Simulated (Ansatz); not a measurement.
# AlNi3 (Pm-3m) in Ansatz: a series of runs

Runs on AlNi3. Level: PBEsol. Tasks: single point, relaxation of cell and atoms.

Program: Ansatz 0.2.0. These are calculated values, not measurements. Logs are shortened: lines on timing, memory, paths and dates and some standing lists are left out, and cuts for length are marked.

### 1 Starting point

Symmetry: Pm-3m, No. 221, cubic system. The conventional cell has a = 3.523 Å, b = 3.523 Å, c = 3.523 Å, α = 90.00°, β = 90.00°, γ = 90.00°. Ni (site symmetry 4/mmm) has 8 Ni at 2.49 Å and 4 Al at 2.49 Å as nearest neighbours. Al (site symmetry m-3m) has 12 Ni at 2.49 Å as nearest neighbours.

The cell is a database's computed one.

### 2 Single point, PBEsol, collinear spin, random start

input.yaml reads:

```yaml
crystal:
  lattice:
    - [3.5230547267, 0.0, 0.0]
    - [0.0, 3.5230547267, 0.0]
    - [0.0, 0.0, 3.5230547267]
  atoms:
    - { symbol: Ni, position: [0.5, 0.5, 0.0], spin: -0.06 }
    - { symbol: Ni, position: [0.5, 0.0, 0.5], spin: 0.59 }
    - { symbol: Ni, position: [0.0, 0.5, 0.5], spin: -0.79 }
    - { symbol: Al, position: [0.0, 0.0, 0.0] }
kpoints:
  mp_grid: { grid: [6, 6, 6] }
scf:
  occupations: { method: fermi_dirac, width: 0.05 }
hamiltonian:
  xc: pbesol
  pseudopotentials: { kind: all_electron, lapw: { basis_error: 0.002 } }
magnetization:
  spin_polarized: true
output:
  forces: true
  stress: true
  eigenvalues: true
```

Potentials or basis: all-electron LAPW, scalar-relativistic.

Started as:

```sh
ansatz run input.yaml --threads 4 --pin off --max-ram 12288MiB --backend cpu --events-out ev --progress --plain --runs-dir out
```

The log of the run:

```text
Warning: RAYON_NUM_THREADS=4 ignored (pool sized by the plan → 4); use --threads N
LAPW: plane waves up to 8.669 Å⁻¹, error target 2.0e-3 eV per atom; small_component_spin mean_spin; Al in spheres of 1.246 Å, 11 of its electrons in bands, Dirac shells []; Ni in spheres of 1.246 Å, 18 of its electrons in bands, Dirac shells [] (how accurate: hamiltonian.pseudopotentials.lapw.basis_error, Limitations)
Engine: ansatz 0.2.0, x86_64-unknown-linux-gnu
Pseudopotentials: kind: all_electron
Pseudopotential: Ni, LAPW, valence charge 18, lapw/all_electron/scalar/gaussian/Ni, Koelling and Harmon's equation, gaussian nucleus
Pseudopotential: Al, LAPW, valence charge 11, lapw/all_electron/scalar/gaussian/Al, Koelling and Harmon's equation, gaussian nucleus
Functional definition: PBEsol
  exchange = pbesol_x
  correlation = pbesol_c
Crystal: 4 atoms, lattice volume = 43.728 Å³
Basis set: ecut = 286.34892341742494 eV, 461 PW (Γ), exchange–correlation at level 2
Bands: 40, of which v1, the nominal top of the filled ones, is band 33 counted from 1 (32 counted from 0)
Symmetry: 8 space group operations
Space group: Pmmm (ITA 47), of the structure as read, at distance tolerance 3.5e-5 Å
Magnetic group: BNS 47.249 (UNI 347), of the structure as read, at distance tolerance 3.5e-5 Å
k-points: 64 of 216
Non-local potential: Ni, projectors of the file, none
Non-local potential: Al, projectors of the file, none
Initial density: superposition of atomic densities (chi_scale 0.1, normalization cell)
Starting moments: Σ|m| = 1.44 μB on 3 of 4 sites
Initial wavefunctions: plane waves of lowest kinetic energy (no species holds an atomic orbital)
Functional: x = pbesol(κ = 0.804, μ = 0.12345679012345678), c = pbesol(β = 0.046)
iter 1 solved again at ethr=8.11e-4 eV; its pass at ethr=1.00e-1 eV (dr2=5.27e-1 eV) is discarded
SCF iter   1: F=—  HF=-130640.763910 eV  |F-HF|=—  |Δ(HF+E_count)|=         —  Δρ=1.65e-2 (↑1.65e-2 ↓1.65e-2)  dr2=5.27e-1  dr2_m=4.74e-2  M=-0.185 μB ∫|m|=0.845 μB  β_m=0.30  ethr=8.11e-4  ⟨swp⟩=2.1  Hψ=36892  notcnv=0
Mixer restart at iter 1: flushing history
preconditioner: auto → Kerker (q_TF=auto, 2.915 Å⁻¹)  [metal: Δε(μ)=0.004 eV  Ē_g=8.630 eV  σ=0.050 eV  W_gap=0.02  n_scr=18 (ndim 8)  ℏωp=32.3 eV  f_vac=0.000  D(μ)=4.84/eV (n_scr^D=80)]
spin=Collinear: Kerker preconditioning applied to the charge; magnetization (m = ρ↑ − ρ↓) channel mixes plain (no charge-response kernel on spin).
SCF iter   2: F=—  HF=-130640.714494 eV  |F-HF|=—  |Δ(HF+E_count)|=   4.94e-2  Δρ=1.27e-2 (↑1.27e-2 ↓1.25e-2)  dr2=2.60e-1  dr2_m=3.36e-2  M=-0.188 μB ∫|m|=0.761 μB  β_m=0.60  ethr=8.11e-4  ⟨swp⟩=2.1  Hψ=15276  notcnv=0  defer=1
SCF iter   3: F=—  HF=-130640.920404 eV  |F-HF|=—  |Δ(HF+E_count)|=         —  Δρ=1.44e-2 (↑1.14e-2 ↓1.44e-2)  dr2=2.01e-1  dr2_m=4.41e-2  M=-0.348 μB ∫|m|=0.397 μB  β_m=0.60  ethr=4.00e-4  ⟨swp⟩=2.1  Hψ=15321  notcnv=0
Mixer restart at iter 3: flushing history
SCF iter   4: F=—  HF=-130641.022604 eV  |F-HF|=—  |Δ(HF+E_count)|=   1.02e-1  Δρ=1.09e-2 (↑1.09e-2 ↓6.03e-3)  dr2=4.36e-2  dr2_m=1.71e-2  M=-0.475 μB ∫|m|=0.553 μB  β_m=0.52  ethr=3.09e-4  ⟨swp⟩=3.0  Hψ=16784  notcnv=0
SCF iter   5: F=—  HF=-130640.804153 eV  |F-HF|=—  |Δ(HF+E_count)|=   2.18e-1  Δρ=8.27e-3 (↑4.70e-3 ↓8.27e-3)  dr2=7.35e-2  dr2_m=9.68e-3  M=-0.506 μB ∫|m|=0.569 μB  β_m=0.56  ethr=6.70e-5  ⟨swp⟩=3.0  Hψ=17309  notcnv=0
SCF iter   6: F=—  HF=-130640.767691 eV  |F-HF|=—  |Δ(HF+E_count)|=   3.65e-2  Δρ=4.64e-3 (↑4.64e-3 ↓3.53e-3)  dr2=4.03e-2  dr2_m=1.91e-3  M=-0.604 μB ∫|m|=0.704 μB  β_m=0.47  ethr=6.70e-5  ⟨swp⟩=2.3  Hψ=15267  notcnv=0
iter 7 solved again at ethr=5.01e-6 eV; its pass at ethr=6.20e-5 eV (dr2=3.26e-3 eV) is discarded
SCF iter   7: F=—  HF=-130640.744770 eV  |F-HF|=—  |Δ(HF+E_count)|=   2.29e-2  Δρ=1.36e-3 (↑1.36e-3 ↓1.33e-3)  dr2=3.26e-3  dr2_m=3.21e-4  M=-0.633 μB ∫|m|=0.755 μB  β_m=0.50  ethr=5.01e-6  ⟨swp⟩=2.0  Hψ=25429  notcnv=0
SCF iter   8: F=—  HF=-130640.744312 eV  |F-HF|=—  |Δ(HF+E_count)|=         —  Δρ=7.80e-4 (↑6.02e-4 ↓7.80e-4)  dr2=8.47e-4  dr2_m=1.01e-4  M=-0.650 μB ∫|m|=0.787 μB  β_m=0.70  ethr=5.01e-6  ⟨swp⟩=2.0  Hψ=14444  notcnv=0
the basis was enlarged: its passes take 660.1 KiB over the memory plan, 4 of 4 planned eigensolver slots
SCF iter   9: F=—  HF=-130640.744265 eV  |F-HF|=—  |Δ(HF+E_count)|=   4.66e-5  Δρ=1.68e-4 (↑1.42e-4 ↓1.68e-4)  dr2=5.33e-5  dr2_m=3.89e-6  M=-0.671 μB ∫|m|=0.828 μB  β_m=0.63  ethr=1.30e-6  ⟨swp⟩=2.0  Hψ=14444  notcnv=0
SCF iter  10: F=—  HF=-130640.744255 eV  |F-HF|=—  |Δ(HF+E_count)|=   1.05e-5  Δρ=9.03e-5 (↑9.03e-5 ↓6.82e-5)  dr2=1.96e-5  dr2_m=1.89e-7  M=-0.674 μB ∫|m|=0.834 μB  β_m=0.49  ethr=8.21e-8  ⟨swp⟩=2.1  Hψ=14457  notcnv=0
SCF iter  11: F=—  HF=-130640.744245 eV  |F-HF|=—  |Δ(HF+E_count)|=   1.01e-5  Δρ=2.58e-5 (↑2.58e-5 ↓2.03e-5)  dr2=1.43e-6  dr2_m=6.04e-8  M=-0.675 μB ∫|m|=0.836 μB  β_m=0.74  ethr=3.02e-8  ⟨swp⟩=2.0  Hψ=14444  notcnv=0
SCF iter  12: F=—  HF=-130640.744245 eV  |F-HF|=—  |Δ(HF+E_count)|=   5.94e-7  Δρ=1.13e-5 (↑1.08e-5 ↓1.13e-5)  dr2=5.02e-7  dr2_m=1.20e-9  M=-0.674 μB ∫|m|=0.835 μB  β_m=0.87  ethr=2.20e-9  ⟨swp⟩=2.0  Hψ=14444  notcnv=0
SCF iter  13: F=—  HF=-130640.744245 eV  |F-HF|=—  |Δ(HF+E_count)|=   8.89e-8  Δρ=4.43e-6 (↑4.43e-6 ↓4.30e-6)  dr2=7.11e-8  dr2_m=3.93e-11  M=-0.674 μB ∫|m|=0.835 μB  β_m=0.92  ethr=7.73e-10  ⟨swp⟩=2.0  Hψ=14444  notcnv=0
SCF iter  14: F=—  HF=-130640.744245 eV  |F-HF|=—  |Δ(HF+E_count)|=   2.21e-8  Δρ=1.70e-6 (↑1.70e-6 ↓1.14e-6)  dr2=6.12e-9  dr2_m=1.09e-10  M=-0.674 μB ∫|m|=0.835 μB  β_m=0.82  ethr=1.09e-10  ⟨swp⟩=2.2  Hψ=14465  notcnv=0
SCF iter  15: F=-130640.744245 eV  HF=-130640.744245 eV  |F-HF|=7.80e-8  |Δ(HF+E_count)|=   1.60e-9  Δρ=2.64e-6 (↑2.64e-6 ↓1.69e-6)  dr2=1.46e-8  dr2_m=1.00e-10  M=-0.674 μB ∫|m|=0.835 μB  ethr=9.42e-12  ⟨swp⟩=2.0  Hψ=14444  notcnv=0
SCF 1 converged in 15 iterations: F = -130640.744245 eV  dr2 = 1.46e-8
SCF converged after 15 iterations
Magnetization: -0.6740 μB (32.1630 up, 32.8370 down)
Absolute magnetization: 0.8346 μB (∫|ρ↑−ρ↓|)
Spin contamination: 0.0095 ħ² per cell (⟨S²⟩ above its minimum at these occupations)
Per-site moments (μB) at R_I (Å): [(-0.24354275723787566, 1.2455879253097308), (-0.2435579883682113, 1.2455879253097308), (-0.24356248833719363, 1.2455879253097308), (0.022056334988548976, 1.2455879253097308)]
Free energy (F): -130640.744245 eV
Harris-Foulkes:  -130640.744245 eV  (|F-HF|=7.80e-8)
Internal energy: -130640.715169 eV  (E = F + TS)
E sigma→0 (E₀):  -130640.729707 eV
Entropy (-TS):   -0.029076 eV (-7.269 meV/atom)
Fermi energy:    17.098722 eV
--- Per-component energies (eV) ---
  E_band       = -1308.584331
  E_kinetic    = 132624.583588
  E_xc         = -5582.881589
  E_electrostatic = -257682.417168  (all electrons and nuclei)
  E_smearing   = -0.029076  (= −TS)
  E_closure    = 0.000000  (closes the sum)
  E_atoms      = -130611.525176  (free atoms, spherical and without spin; not in F)
  Σ components = -130640.744245   (vs F -130640.744245, Δ=0.00e0)
  Basis errors (estimates in eV, not in F): energy 3.9e-4 per atom: plane waves 3.0e-4 (1.5e-4 summed), levels above the bands 6.8e-88, relativity 2.3e-8, radial functions 8.7e-5, core shells 5.4e-10; eigenvalues (radial functions only) 2.5e-6; not estimated: angular momenta, meshes, grids; target (lapw.basis_error) 2.0e-3; muffin-tin radii Al 1.246 Å, Ni 1.246 Å
--- Forces (eV/Å), atoms counted from 1 ---
  atom   1  Ni     0.00000000     0.00000000     0.00000000
  atom   2  Ni     0.00000000     0.00000000     0.00000000
  atom   3  Ni    -0.00000000     0.00000000     0.00000000
  atom   4  Al     0.00000000     0.00000000     0.00000000
  max |Σ_I F_I| component: 9.86e-32 eV/Å
--- Stress (GPa, compression-positive) ---
       -0.676186       0.000000       0.000000
        0.000000      -0.676211       0.000000
        0.000000       0.000000      -0.675589
  P = ⅓ Tr σ = -0.6760 GPa (-6.760 kbar)
--- Band table (eV; the first three rows and the last of 128) ---
  k-point 0 ↑: bands = ["-85.4452", "-85.4106", "-85.4105", "-84.7995", "-46.4878", "-46.4878", "-46.4878", "-46.0483", "-46.0483", "-46.0483", "-45.9900", "-45.9900", "-45.9900", "-45.8759", "-45.8758", "-45.8758", "6.8541", "12.6621", "13.4269", "13.4269", "13.9118", "13.9118", "13.9118", "15.8999", "15.9000", "15.9000", "16.7280", "16.7281", "17.1332", "17.4518", "17.4518", "17.4519", "17.8943", "17.8943", "17.8944", "23.9051", "23.9051", "24.7300", "29.4812", "29.4812"]
  k-point 1 ↑: bands = ["-85.4431", "-85.4126", "-85.4105", "-84.7995", "-46.4870", "-46.4870", "-46.4865", "-46.0439", "-46.0439", "-46.0418", "-45.9916", "-45.9916", "-45.9904", "-45.8850", "-45.8796", "-45.8796", "7.2004", "12.7110", "13.2092", "13.6493", "13.9580", "13.9580", "13.9987", "15.7026", "15.7026", "15.8039", "16.4685", "16.7284", "16.8014", "16.8014", "16.9473", "17.0016", "17.4522", "19.0014", "19.0014", "23.8643", "24.4144", "26.1183", "27.9139", "27.9139"]
  k-point 2 ↑: bands = ["-85.4377", "-85.4179", "-85.4105", "-84.7996", "-46.4852", "-46.4852", "-46.4837", "-46.0337", "-46.0337", "-46.0256", "-45.9955", "-45.9955", "-45.9912", "-45.9063", "-45.8877", "-45.8877", "8.2030", "11.6796", "13.3395", "14.0614", "14.0614", "14.2027", "14.2084", "15.3668", "15.3668", "15.5758", "15.7161", "16.3185", "16.3196", "16.3196", "16.5547", "16.8062", "17.4529", "20.7090", "20.7090", "23.7601", "24.7409", "25.2209", "25.2209", "26.8371"]
  k-point 63 ↓: bands = ["-85.7326", "-85.7324", "-85.7324", "-84.7960", "-46.5033", "-46.5033", "-46.5033", "-46.3939", "-46.3192", "-46.3192", "-46.3192", "-46.2174", "-46.2174", "-46.2173", "-46.2053", "-46.2052", "11.3057", "12.9526", "12.9526", "12.9526", "14.9485", "14.9486", "14.9486", "14.9659", "14.9659", "14.9659", "15.7710", "15.7711", "15.7711", "16.0223", "16.0224", "16.7637", "16.8767", "16.8768", "16.8768", "20.7287", "21.2365", "21.2365", "21.2365", "35.5720"]
```

Run time: 72 s. Hardware: 4 threads of Intel Xeon at 2.50GHz (Skylake/Cascade Lake), shared host; peak memory 0.91 GiB.

Results:

| Quantity | Value |
| --- | --- |
| Free energy | -130640.7442 eV |
| Pressure | -0.7 GPa |
| Band gap on the k mesh | none (metal or under the smearing width) |
| Net moment | -0.67 μB per cell |
| Absolute moment | 0.83 μB per cell |
| Site moments | Ni -0.24; Al +0.02 μB |

Levels at points of the mesh, in eV from the Fermi level:
Spin up:
```tsv
k point	band 28	band 29	band 30	band 31	band 32	band 33	band 34	band 35	band 36	band 37
(0.00, 0.00, 0.00)	-0.37	0.03	0.35	0.35	0.35	0.80	0.80	0.80	6.81	6.81
(0.00, 0.00, -0.50)	-1.05	-0.96	-0.96	-0.84	-0.30	0.35	5.67	5.67	5.71	5.71
(0.00, -0.50, 0.00)	-1.05	-0.96	-0.96	-0.84	-0.30	0.35	5.67	5.67	5.71	5.71
(0.00, -0.50, -0.50)	-1.16	-1.16	-1.12	-0.78	-0.63	-0.44	1.17	1.17	8.31	8.31
(-0.50, 0.00, 0.00)	-1.05	-0.96	-0.96	-0.84	-0.30	0.35	5.67	5.67	5.71	5.71
(-0.50, 0.00, -0.50)	-1.16	-1.16	-1.12	-0.78	-0.63	-0.44	1.17	1.17	8.31	8.31
(-0.50, -0.50, 0.00)	-1.16	-1.16	-1.12	-0.78	-0.63	-0.44	1.17	1.17	8.31	8.31
(-0.50, -0.50, -0.50)	-1.17	-1.17	-0.89	-0.89	-0.34	0.12	0.12	0.12	3.73	4.33
```
Spin down:
```tsv
k point	band 31	band 32	band 33	band 34	band 35	band 36
(0.00, 0.00, 0.00)	-0.04	-0.04	0.82	0.82	0.82	6.71
(0.00, 0.00, -0.50)	-1.06	-0.49	-0.04	5.62	5.62	5.66
(0.00, -0.50, 0.00)	-1.06	-0.49	-0.04	5.62	5.62	5.66
(0.00, -0.50, -0.50)	-1.00	-0.97	-0.58	0.90	0.90	8.27
(-0.50, 0.00, 0.00)	-1.06	-0.49	-0.04	5.62	5.62	5.66
(-0.50, 0.00, -0.50)	-1.00	-0.97	-0.58	0.90	0.90	8.27
(-0.50, -0.50, 0.00)	-1.00	-0.97	-0.58	0.90	0.90	8.27
(-0.50, -0.50, -0.50)	-1.08	-0.34	-0.22	-0.22	-0.22	3.63
```

Caveat: the k mesh is thin for a metal, which can move the energy by tens of meV per atom; the starting moments weren't kept.

### 3 Single point, PBEsol, non-collinear spin, antiferromagnetic start

input.yaml reads:

```yaml
crystal:
  lattice:
    - [3.5230547267, 0.0, 0.0]
    - [0.0, 3.5230547267, 0.0]
    - [0.0, 0.0, 3.5230547267]
  atoms:
    - { symbol: Ni, position: [0.5, 0.5, 0.0], spin: 1.0, spin_axis: [0.0, 0.0, 1.0] }
    - { symbol: Ni, position: [0.5, 0.0, 0.5], spin: 1.0, spin_axis: [0.0, 0.0, -1.0] }
    - { symbol: Ni, position: [0.0, 0.5, 0.5], spin: 1.0, spin_axis: [0.0, 0.0, 1.0] }
    - { symbol: Al, position: [0.0, 0.0, 0.0] }
kpoints:
  mp_grid: { grid: [6, 6, 6] }
scf:
  occupations: { method: fermi_dirac, width: 0.05 }
hamiltonian:
  xc: pbesol
  pseudopotentials: { kind: all_electron, lapw: { basis_error: 0.002 } }
magnetization:
  noncollinear: true
output:
  forces: true
  stress: true
  eigenvalues: true
```

Potentials or basis: all-electron LAPW, scalar-relativistic.

Started as:

```sh
ansatz run input.yaml --threads 4 --pin off --max-ram 12288MiB --backend cpu --events-out ev --progress --plain --runs-dir out
```

Wall time 2.9 min (4 threads of Intel Xeon at 2.50GHz (Skylake/Cascade Lake), shared host); peak memory 1.5 GiB.

Results (log left out):

| Item | Value |
| --- | --- |
| Free energy | -130640.7442 eV |
| Pressure | -0.7 GPa |
| Band gap on the k mesh | none (metal or under the smearing width) |
| Net moment | 0.67 μB per cell |
| Absolute moment | 0.83 μB per cell |

Levels at points of the mesh, in eV from the Fermi level:
```
              k point  band 62  band 63  band 64  band 65  band 66  band 67  band 68  band 69
   (0.00, 0.00, 0.00)     0.35     0.35     0.35     0.80     0.80     0.80     0.82     0.82
  (0.00, 0.00, -0.50)    -0.84    -0.49    -0.30    -0.04     0.35     5.62     5.62     5.66
  (0.00, -0.50, 0.00)    -0.84    -0.49    -0.30    -0.04     0.35     5.62     5.62     5.66
 (0.00, -0.50, -0.50)    -0.97    -0.78    -0.63    -0.58    -0.44     0.90     0.90     1.17
 (-0.50, 0.00, -0.50)    -0.97    -0.78    -0.63    -0.58    -0.44     0.90     0.90     1.17
(-0.50, -0.50, -0.50)    -0.89    -0.34    -0.33    -0.22    -0.22    -0.22     0.12     0.12
```

Moments on the atoms (μB; x, y, z):
```
Ni   0.00  0.00  0.24
Ni   0.00  0.00  0.24
Ni   0.00  0.00  0.24
Al   0.00  0.00 -0.02
```

Caveat: the k mesh is thin for a metal, which can move the energy by tens of meV per atom; the magnetic state may not be the lowest; the starting moments weren't kept.

(Continued in part 2 of 2.)
